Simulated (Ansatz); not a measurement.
Set up this calculation in Ansatz 0.2.0, as the native input.

```yaml
Task: single point
Functional: PBE0
Potentials_or_basis: Ansatz PAW
Cutoff: "420 eV (not typed: the program's choice for these potentials)"
k_mesh: 6 × 6 × 6
Occupations: fermi-dirac, width 0.05 eV
Spin: no spin polarisation
```

Crystal: TiSi2.

```
Ti Si
1.0
     1.76511   -6.75928    0.00000
     1.76511    6.75928    0.00000
     0.00000    0.00000    3.56517
Ti Si
2 4
Cartesian
  1.7651 5.3653 0.8913
  1.7651 -5.3653 2.6739
  1.7651 -3.3839 0.8913
  1.7651 3.3839 2.6739
  1.7651 0.7875 0.8913
  1.7651 -0.7875 2.6739
```

The cell comes from a database or a generator and needn't be the stable form of this composition.

One way to write it, as run:

input

```
crystal:
  lattice:
    - [1.765105025, -6.759281535, 0.0]
    - [1.765105025, 6.759281535, 0.0]
    - [0.0, 0.0, 3.56517397]
  atoms:
    - { symbol: Ti, position: [0.10311808, 0.89688192, 0.25] }
    - { symbol: Ti, position: [0.89688192, 0.10311808, 0.75] }
    - { symbol: Si, position: [0.75031482, 0.24968518, 0.25] }
    - { symbol: Si, position: [0.24968518, 0.75031482, 0.75] }
    - { symbol: Si, position: [0.44174855, 0.55825145, 0.25] }
    - { symbol: Si, position: [0.55825145, 0.44174855, 0.75] }
hamiltonian:
  xc: pbe0
  pseudopotentials: { kind: paw }
kpoints:
  mp_grid: { grid: [6, 6, 6] }
scf:
  occupations: { method: fermi_dirac, width: 0.05 }
output:
  forces: true
  stress: true
  eigenvalues: true
  write_density: true
  write_potential: true
  elf: true
  volumetric_format: npy
```

It gave:

| Quantity | Value |
| --- | --- |
| Pressure | -2.1 GPa |
| Largest force | 0.205 eV/Å |
| Band gap on the k mesh | none (metal or under the smearing width) |

Caveat: the PAW data sets come from PBE, with cores solved anew for the run's functional, which leaves a small shift of forces and pressure; the thresholds are loose for stress.

Wall time 73 s on 1 × NVIDIA H100 80GB HBM3 with 2 threads of AMD EPYC 7R13 Processor (Zen 3), with other jobs on the host, peak memory 4.5 GiB.
